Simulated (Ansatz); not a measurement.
# TiSi in Ansatz: convergence with ecutfock ratio

Input of the first run (ecutfock ratio 1); the others differ in this setting and in those tied to it:

The input input.yaml:

```yaml
crystal:
  lattice:
    - [1.816178, -2.117624, 0.0]
    - [1.816178, 2.117624, 0.0]
    - [0.0, 0.0, 3.803934]
  atoms:
    - { symbol: Ti, position: [0.5, 0.5, 0.0] }
    - { symbol: Si, position: [0.0, 0.0, 0.5] }
hamiltonian:
  xc: hse06
  pseudopotentials: { kind: paw, source: jth }
kpoints:
  mp_grid: { grid: [5, 5, 4] }
scf:
  occupations: { method: fermi_dirac, width: 0.1 }
  exx: { ecutfock_ratio: 1 }
output:
  forces: true
  stress: true
  eigenvalues: true
```

Potentials or basis: JTH PAW.

Command:

```bash
$ ansatz run input.yaml --threads 2 --pin off --max-ram 5632MiB --backend cpu --events-out ev --progress --plain --runs-dir out
```

The cell comes from a database or a generator and needn't be the stable form of this composition.

Hardware: 2 threads of Arm Neoverse V2, on a shared host.

```csv
ecutfock ratio,"energy less the tightest run, at zero smearing (meV/atom)",SCF cycles,CPU time (s),peak memory (GiB)
1,0.00,22,63,2.5
2,0.00,22,100,2.7
3,0.00,22,110,3
4,0.00,22,110,3
```

Against the tightest run, the energy stays within 1 meV/atom from 1 on. The tightest run that finished is the yardstick and may itself not be fully converged.

Caveat, for the tightest run too: the k mesh is coarse (spacing up to 0.46 Å⁻¹), so the values aren't converged, least of all with exact exchange.
